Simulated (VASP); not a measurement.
Crystal: In.

```
CELL_PARAMETERS angstrom
-1.62547 1.62547 2.47370
1.62547 -1.62547 2.47370
1.62547 1.62547 -2.47370
ATOMIC_POSITIONS crystal
In 0.00000 0.00000 0.00000
```

```yaml
Program: VASP 6.6.1
Task: relaxation of cell and atoms
Functional: PBE
Potentials_or_basis: VASP PAW PBE potentials, release 64 (In_d)
Cutoff: 520 eV
k_mesh: 6 × 6 × 6
Occupations: gaussian, width 0.1 eV
Spin: no spin polarisation
```

At the start: pressure 1.5 GPa; volume 26.14 Å³/atom.

Q: How do energy, volume and symmetry change on relaxing?

A: Over 8 steps the energy falls by 7.9 meV/atom and the volume is 27.22 Å³/atom (+4.1 %); space group I4/mmm (No. 139, to 0.05 Å).

The path:
| step | energy change (eV) | largest force (eV/Å) | pressure (GPa) | volume (Å³) |
| --- | --- | --- | --- | --- |
| 1 | 0.0000 | 0.0000 | 1.52 | 26.14 |
| 2 | -0.0056 | 0.0000 | 0.16 | 27.09 |
| 3 | -0.0059 | 0.0000 | -0.15 | 27.32 |
| 4 | -0.0075 | 0.0000 | -0.39 | 27.50 |
| 5 | -0.0075 | 0.0000 | -0.42 | 27.52 |
| 6 | -0.0079 | 0.0000 | -0.01 | 27.22 |
| 7 | -0.0079 | 0.0000 | -0.01 | 27.22 |
| 8 | -0.0079 | 0.0000 | -0.01 | 27.22 |

Final structure:
```
In
1.0
    -1.63304    1.63304    2.55142
     1.63304   -1.63304    2.55142
     1.63304    1.63304   -2.55142
In
1
Direct
  0.00000 0.00000 0.00000
```

Caveat: the k mesh is coarse (spacing up to 0.46 Å⁻¹), so the values aren't converged.
